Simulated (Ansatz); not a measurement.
NaH: a prediction, then the measurements

Computed with Ansatz, DFT PBE, scalar-relativistic, plane waves, PAW.

Settings: cutoff 420 eV, Γ-centred mesh 8×8×8 on the computed 2-atom cell, Gaussian smearing of 0.02 eV; no spin polarisation.

Relaxed structure:

```xyz
2
Lattice="0.0000 2.4151 2.4151 2.4151 0.0000 2.4151 2.4151 2.4151 0.0000" Properties=species:S:1:pos:R:3 pbc="T T T"
Na    0.0000    0.0000    0.0000
H     2.4151    2.4151    2.4151
```

| Quantity | Value |
| --- | --- |
| Space group | Fm-3m (No. 225) |
| Volume per atom | 14.09 Å³ |
| Formation energy from the elements' standard states (uncorrected) | -0.196 eV/atom |
| Kohn–Sham band gap | 3.76 eV, indirect from W to L |
| Orbital (Löwdin) character of the top 1 eV of the valence band | H 1s 91 %, Na 3s 7 % |
| Orbital (Löwdin) character of the lowest 1 eV of the conduction band | Na 3s 79 %, unprojected 16 % |
| Electron masses at the edge by direction of the standard setting (m_e; one valley, along these axes only; no spin-orbit coupling) | x: 0.48; y: 0.48; z: 0.48 |
| Hole masses at the edge by direction of the standard setting (m_e; one valley, along these axes only; no spin-orbit coupling) | x: 1.0; y: 2.7; z: 1.0 |
| Bulk modulus | 23 GPa |
| Its pressure derivative | 3.7 |
| Bader charge by site (e) | Na (1 in the cell) 0.80, H (1 in the cell) -0.80 |

**Against measurements.**

A measured lattice constant a of NaH is 4.88 Å (a printed reference work (textbook)); the calculated 4.830 Å falls short of it by 1.0 %. The calculation is for 0 K without zero-point motion.

The cell was reached from a generator's guess, though it ends in a space group that the Crystallography Open Database lists for this formula. Kohn–Sham gaps at this level usually fall short of measured ones. Löwdin shares on free-atom orbitals overweight diffuse shells in the empty bands.
